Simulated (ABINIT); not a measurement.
# HfC (Fm-3m) in ABINIT: further runs

The runs below take HfC through single point, with LDA, PBEsol.

All numbers are computed with ABINIT 10.8.3 (patched build); they aren't measurements. Logs are shortened: lines on timing, memory, paths and dates and some standing lists are left out, and cuts for length are marked. The log counts tension as positive stress, the text compression.

## 1. Starting point

The structure is cubic, space group Fm-3m (No. 225). The conventional cell has a = 4.650 Å, b = 4.650 Å, c = 4.650 Å, α = 90.00°, β = 90.00°, γ = 90.00°. Around Hf (site symmetry m-3m) lie 6 C at 2.33 Å. Around C (site symmetry m-3m) lie 6 Hf at 2.33 Å.

## 2. Single point, LDA

File run.abi:

```
# Pseudopotentials
pp_dirpath "./"
pseudos "Hf.upf, C.upf"

# Structure
acell 3*1.0 Angstrom
rprim
     0.0000000000     2.3250000000     2.3250000000
     2.3250000000     0.0000000000     2.3250000000
     2.3250000000     2.3250000000     0.0000000000
ntypat 2
znucl 72 6
natom 2
typat 1 2
xcart
     4.3936132398     4.3936132398     4.3936132398
     0.0000000000     0.0000000000     0.0000000000

# Plane-wave basis
ecut 31.0

# k points
kptopt 1
ngkpt 8 8 8
nshiftk 1
shiftk 0.0 0.0 0.0

# Exchange and correlation
ixc 7

# Bands and occupations
nband 12
occopt 3
tsmear 0.00183747

# SCF cycle
nstep 100
tolvrs 1.0e-10

# Output
iomode 3
prtwf 0
prtden 0
prteig 0
prtebands 0
enunit 2
```

Potentials or basis: PseudoDojo NC SR LDA v0.4.1 standard.

On the command line:

```
$ abinit run.abi > log 2>&1
```

run.abo:

```text
.Version 10.8.3 of ABINIT
 Symmetries : space group Fm -3 m (#225); Bravais cF (face-center cubic)
================================================================================
 Values of the parameters that define the memory need of the present run
     intxc =       0    ionmov =       0      iscf =       7    lmnmax =       8
     lnmax =       8     mgfft =      32  mpssoang =       4    mqgrid =    3001
     natom =       2  nloc_mem =       1    nspden =       1   nspinor =       1
    nsppol =       1      nsym =      48    n1xccc =    2501    ntypat =       2
    occopt =       3   xclevel =       1
       mpw =        1424          nfft =       32768          nkpt =          29
================================================================================
================================================================================

--------------------------------------------------------------------------------
------------- Echo of variables that govern the present computation ------------
--------------------------------------------------------------------------------
 -outvars: echo values of preprocessed input variables --------
            acell      1.8897261259E+00  1.8897261259E+00  1.8897261259E+00 Bohr
              amu      1.78490000E+02  1.20110000E+01
             ecut      3.10000000E+01 Hartree
           enunit           2
              ixc           7
         kptrlatt        8    0    0      0    8    0      0    0    8
          kptrlen      4.97080595E+01
            natom           2
            nband          12
            ngfft          32      32      32
             nkpt          29
            nstep         100
             nsym          48
           ntypat           2
           occopt           3
           prtden           0
        prtebands           0
           prteig           0
            prtwf           0
            rprim      0.0000000000E+00  2.3250000000E+00  2.3250000000E+00
                       2.3250000000E+00  0.0000000000E+00  2.3250000000E+00
                       2.3250000000E+00  2.3250000000E+00  0.0000000000E+00
          spgroup         225
           tolvrs      1.00000000E-10
           tsmear      1.83747000E-03 Hartree
            typat      1  2
           xangst      2.3249999984E+00  2.3249999984E+00  2.3249999984E+00
                      -1.5534495419E-09 -1.5534495419E-09 -1.5534495419E-09
            xcart      4.3936132398E+00  4.3936132398E+00  4.3936132398E+00
                      -2.9355941846E-09 -2.9355941846E-09 -2.9355941846E-09
             xred      4.9999999967E-01  4.9999999967E-01  4.9999999967E-01
                      -3.3407517031E-10 -3.3407517031E-10 -3.3407517031E-10
            znucl       72.00000    6.00000

================================================================================

 chkinp: Checking input parameters for consistency.

================================================================================
== DATASET  1 ==================================================================

--- !DatasetInfo
iteration_state: {dtset: 1, }
dimensions: {natom: 2, nkpt: 29, mband: 12, nsppol: 1, nspinor: 1, nspden: 1, mpw: 1424, }
cutoff_energies: {ecut:  31.0, pawecutdg:  -1.0, }
electrons: {nelect:   1.60000000E+01, charge:   0.00000000E+00, occopt:   3.00000000E+00, tsmear:   1.83747000E-03, }
meta: {optdriver: 0, ionmov: 0, optcell: 0, iscf: 7, paral_kgb: 0, }
...

 Exchange-correlation functional for the present dataset will be:
  LDA: Perdew-Wang 92 LSD fit to Ceperley-Alder data - ixc=7
  J.P.Perdew and Y.Wang, PRB 45, 13244 (1992)

 Real(R)+Recip(G) space primitive vectors, cartesian coordinates (Bohr,Bohr^-1):
 R(1)=  0.0000000  4.3936132  4.3936132  G(1)= -0.1138016  0.1138016  0.1138016
 R(2)=  4.3936132  0.0000000  4.3936132  G(2)=  0.1138016 -0.1138016  0.1138016
 R(3)=  4.3936132  4.3936132  0.0000000  G(3)=  0.1138016  0.1138016 -0.1138016
 Unit cell volume ucvol=  1.6962719E+02 bohr^3
 Angles (23,13,12)=  6.00000000E+01  6.00000000E+01  6.00000000E+01 degrees

 getcut: wavevector=  0.0000  0.0000  0.0000  ngfft=  32  32  32
         ecut(hartree)=     31.000   => boxcut(ratio)=   2.05479

--- Pseudopotential description ------------------------------------------------
- pspini: atom type   1  psp file is ./Hf.upf
12 -1012 3 -1 1618                            pspcod,pspxc,lmax,lloc,mmax
     nproj     2     2     2     2

- pspini: atom type   2  psp file is ./C.upf
12 -1012 1 -1 1234                            pspcod,pspxc,lmax,lloc,mmax
     nproj     2     2     0     0

   4.20630866E+02                                ecore*ucvol(ha*bohr**3)
--------------------------------------------------------------------------------

================================================================================

--- !BeginCycle
iteration_state: {dtset: 1, }
solver: {iscf: 7, nstep: 100, nline: 4, wfoptalg: 0, }
tolerances: {tolvrs: 1.00E-10, }
...

     iter   Etot(hartree)      deltaE(h)  residm     vres2
 ETOT  1  -62.366861006619    -6.237E+01 1.100E-01 6.048E+02
 ETOT  2  -62.328922930939     3.794E-02 1.245E-02 8.162E+02
 ETOT  3  -62.554788492234    -2.259E-01 5.229E-02 2.994E-01
 ETOT  4  -62.554996971132    -2.085E-04 8.267E-03 3.618E-02
 ETOT  5  -62.555003051341    -6.080E-06 7.664E-04 1.319E-02
 ETOT  6  -62.555006879740    -3.828E-06 1.481E-03 4.728E-04
 ETOT  7  -62.555007028544    -1.488E-07 1.645E-04 6.777E-07
 ETOT  8  -62.555007028776    -2.322E-10 2.312E-04 1.548E-07
 ETOT  9  -62.555007028822    -4.667E-11 3.539E-05 4.677E-09
 ETOT 10  -62.555007028824    -1.180E-12 3.981E-05 9.510E-11

 At SCF step   10       vres2   =  9.51E-11 < tolvrs=  1.00E-10 =>converged.

 Cartesian components of stress tensor (hartree/bohr^3)
  sigma(1 1)=  5.08950947E-04  sigma(3 2)=  0.00000000E+00
  sigma(2 2)=  5.08950947E-04  sigma(3 1)=  0.00000000E+00
  sigma(3 3)=  5.08950947E-04  sigma(2 1)=  0.00000000E+00

--- !ResultsGS
iteration_state: {dtset: 1, }
comment   : Summary of ground state results
lattice_vectors:
- [  0.0000000,   4.3936132,   4.3936132, ]
- [  4.3936132,   0.0000000,   4.3936132, ]
- [  4.3936132,   4.3936132,   0.0000000, ]
lattice_lengths: [   6.21351,    6.21351,    6.21351, ]
lattice_angles: [ 60.000,  60.000,  60.000, ] # degrees, (23, 13, 12)
lattice_volume:   1.6962719E+02
convergence: {deltae: -1.180E-12, res2:  9.510E-11, residm:  3.981E-05, diffor: null, }
etotal    :  -6.25550070E+01
entropy   :   0.00000000E+00
fermie    :   3.96078963E-01
cartesian_stress_tensor: # hartree/bohr^3
- [  5.08950947E-04,   0.00000000E+00,   0.00000000E+00, ]
- [  0.00000000E+00,   5.08950947E-04,   0.00000000E+00, ]
- [  0.00000000E+00,   0.00000000E+00,   5.08950947E-04, ]
pressure_GPa:  -1.4974E+01
xred      :
- [  5.0000E-01,   5.0000E-01,   5.0000E-01, Hf]
- [ -3.3408E-10,  -3.3408E-10,  -3.3408E-10,  C]
cartesian_forces: # hartree/bohr
- [ -0.00000000E+00,  -0.00000000E+00,  -0.00000000E+00, ]
- [ -0.00000000E+00,  -0.00000000E+00,  -0.00000000E+00, ]
force_length_stats: {min:   0.00000000E+00, max:   0.00000000E+00, mean:   0.00000000E+00, }
...

 Integrated electronic density in atomic spheres:
 ------------------------------------------------
 Atom  Sphere_radius  Integrated_density
    1        2.00000          8.45325371
    2        2.00000          3.87566600
================================================================================

 ----iterations are completed or convergence reached----

 Mean square residual over all n,k,spin=   25.412E-08; max=  39.811E-06
 reduced coordinates (array xred) for    2 atoms
       0.499999999666      0.499999999666      0.499999999666
      -0.000000000334     -0.000000000334     -0.000000000334
 rms dE/dt=  0.0000E+00; max dE/dt=  0.0000E+00; dE/dt below (all hartree)
    1       0.000000000000      0.000000000000      0.000000000000
    2       0.000000000000      0.000000000000      0.000000000000

 cartesian coordinates (angstrom) at end:
    1      2.32499999844655     2.32499999844655     2.32499999844655
    2     -0.00000000155345    -0.00000000155345    -0.00000000155345

 cartesian forces (hartree/bohr) at end:
    1     -0.00000000000000    -0.00000000000000    -0.00000000000000
    2     -0.00000000000000    -0.00000000000000    -0.00000000000000
 frms,max,avg= 0.0000000E+00 0.0000000E+00   0.000E+00  0.000E+00  0.000E+00 h/b

 cartesian forces (eV/Angstrom) at end:
    1     -0.00000000000000    -0.00000000000000    -0.00000000000000
    2     -0.00000000000000    -0.00000000000000    -0.00000000000000
 frms,max,avg= 0.0000000E+00 0.0000000E+00   0.000E+00  0.000E+00  0.000E+00 e/A
 length scales=  1.889726125908  1.889726125908  1.889726125908 bohr
              =  1.000000000000  1.000000000000  1.000000000000 angstroms
 Fermi (or HOMO) energy (hartree) =   0.39608   Average Vxc (hartree)=  -0.47835
 Eigenvalues (hartree) for nkpt=  29  k points:
 kpt#   1, nband= 12, wtk=  0.00195, kpt=  0.0000  0.0000  0.0000 (reduced coord)
  -1.84522   -0.68570   -0.68570   -0.68570   -0.04929    0.43653    0.43653    0.43653
   0.44664    0.44664    0.44664    0.52103
      occupation numbers for kpt#   1
   2.00000    2.00000    2.00000    2.00000    2.00000    0.00000    0.00000    0.00000
   0.00000    0.00000    0.00000    0.00000
 prteigrs : prtvol=0 or 1, do not print more k-points.

 Fermi (or HOMO) energy (eV) =  10.77786   Average Vxc (eV)= -13.01648
 Eigenvalues (   eV  ) for nkpt=  29  k points:
 kpt#   1, nband= 12, wtk=  0.00195, kpt=  0.0000  0.0000  0.0000 (reduced coord)
 -50.21109  -18.65882  -18.65882  -18.65882   -1.34116   11.87850   11.87850   11.87850
  12.15379   12.15379   12.15379   14.17797
 prteigrs : prtvol=0 or 1, do not print more k-points.

--- !EnergyTerms
iteration_state     : {dtset: 1, }
comment             : Components of total free energy in Hartree
kinetic             :  1.85164938388698E+01
hartree             :  6.58061600403146E+00
xc                  : -1.62968325179519E+01
Ewald energy        : -4.76937911062967E+01
psp_core            :  2.47973726667638E+00
local_psp           : -2.84587034155747E+01
non_local_psp       :  2.31757142004474E+00
internal            : -6.25549085102010E+01
'-kT*entropy'       : -9.85186226275200E-05
total_energy        : -6.25550070288237E+01
total_energy_eV     : -1.70220845788138E+03
band_energy         : -5.98980276635115E+00
...

 Cartesian components of stress tensor (hartree/bohr^3)
  sigma(1 1)=  5.08950947E-04  sigma(3 2)=  0.00000000E+00
  sigma(2 2)=  5.08950947E-04  sigma(3 1)=  0.00000000E+00
  sigma(3 3)=  5.08950947E-04  sigma(2 1)=  0.00000000E+00

-Cartesian components of stress tensor (GPa)         [Pressure= -1.4974E+01 GPa]
- sigma(1 1)=  1.49738538E+01  sigma(3 2)=  0.00000000E+00
- sigma(2 2)=  1.49738538E+01  sigma(3 1)=  0.00000000E+00
- sigma(3 3)=  1.49738538E+01  sigma(2 1)=  0.00000000E+00

== END DATASET(S) ==============================================================
================================================================================

 -outvars: echo values of variables after computation  --------
            acell      1.8897261259E+00  1.8897261259E+00  1.8897261259E+00 Bohr
           etotal     -6.2555007029E+01
            fcart     -0.0000000000E+00 -0.0000000000E+00 -0.0000000000E+00
                      -0.0000000000E+00 -0.0000000000E+00 -0.0000000000E+00
            rprim      0.0000000000E+00  2.3250000000E+00  2.3250000000E+00
                       2.3250000000E+00  0.0000000000E+00  2.3250000000E+00
                       2.3250000000E+00  2.3250000000E+00  0.0000000000E+00
           strten      5.0895094747E-04  5.0895094747E-04  5.0895094747E-04
                       0.0000000000E+00  0.0000000000E+00  0.0000000000E+00
           xangst      2.3249999984E+00  2.3249999984E+00  2.3249999984E+00
                      -1.5534495419E-09 -1.5534495419E-09 -1.5534495419E-09
             xred      4.9999999967E-01  4.9999999967E-01  4.9999999967E-01
                      -3.3407517031E-10 -3.3407517031E-10 -3.3407517031E-10
 Calculation completed.
```

It took 9.8 s on 1 thread of Intel Xeon 6975P-C (Granite Rapids), shared host; peak memory 0.06 GiB.

Results:

* Free energy: -1702.2085 eV
* Band gap on the k mesh: none (metal or under the smearing width)
* Valence electrons inside the program's atomic spheres: Hf 8.45; C 3.88

Caveat: the cutoff is too short for stress, so the log's stress isn't used. The run has no spin-orbit coupling, so splittings on Hf are missing.

## 3. Single point, PBEsol

File run.abi:

```
# Pseudopotentials
pp_dirpath "./"
pseudos "Hf.upf, C.upf"

# Structure
acell 3.2880465325 3.2880465325 3.2880465325 Angstrom
rprim
     0.0000000000     0.7071067812     0.7071067812
     0.7071067812     0.0000000000     0.7071067812
     0.7071067812     0.7071067812     0.0000000000
ntypat 2
znucl 72 6
natom 2
typat 1 2
xred
     0.5000000000     0.5000000000     0.5000000000
     0.0000000000     0.0000000000     0.0000000000

# Plane-wave basis
ecut 37.0

# k points
kptopt 1
ngkpt 8 8 8
nshiftk 1
shiftk 0.0 0.0 0.0

# Exchange and correlation
ixc -116133

# Bands and occupations
nband 12
occopt 3
tsmear 0.00183747

# SCF cycle
nstep 100
tolvrs 1.0e-10

# Output
iomode 3
prtwf 0
prtden 0
prteig 0
prtebands 0
enunit 2
```

Potentials or basis: PseudoDojo NC SR PBEsol v0.4.1 standard.

On the command line:

```
$ abinit run.abi > log 2>&1
```

Wall time 18 s (1 thread of Arm Neoverse V2, shared host); peak memory 0.07 GiB.

Results (log left out):

- Free energy: -1699.6269 eV
- Pressure: -6.4 GPa
- Band gap on the k mesh: none (metal or under the smearing width)
- Valence electrons inside the program's atomic spheres: Hf 8.43; C 3.86

Levels at points of the mesh, in eV from the Fermi level:
```tsv
k point	band 6	band 7	band 8	band 9	band 10	band 11
(0.00, 0.00, 0.00)	1.11	1.11	1.11	1.42	1.42	1.42
(0.50, 0.00, 0.00)	-6.12	-2.94	-2.94	5.36	5.36	5.82
(0.50, 0.50, 0.00)	-2.54	-1.76	-0.01	-0.01	5.36	6.80
```

The run has no spin-orbit coupling, so splittings on Hf are missing.
